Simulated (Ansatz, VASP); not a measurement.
## LiF: VASP beside Ansatz

```
CELL_PARAMETERS angstrom
0.00000 1.92337 2.01400
1.92337 0.00000 2.01400
1.92337 1.92337 0.00000
ATOMIC_POSITIONS crystal
Li 0.00000 0.00000 0.00000
F 0.50000 0.50000 0.50000
```

Change from the starting cell: strain -0.0450 x Voigt [1, 1, 0, 0, 0, 0], atoms carried along.

Alike in both runs: task single point; functional PBE; k mesh 10 × 10 × 10; occupations gaussian, width 0.05 eV; no spin polarisation.

```csv
,VASP,Ansatz
version,VASP 6.6.1,Ansatz 0.2.0
potentials or method,"VASP PAW PBE potentials, release 64 (Li_sv, F)","scalar-relativistic, plane waves, PAW"
plane-wave cutoff (eV),520,420
valence electrons in the cell,10,10
```

|  | VASP | Ansatz | Ansatz less VASP |
| --- | --- | --- | --- |
| gap on the k mesh at the Fermi level (eV) | 9.88 | 9.88 | -0.001 |
| least direct gap on the mesh (eV) | 9.88 | 9.88 | -0.001 |

 A k mesh can miss the band edges.
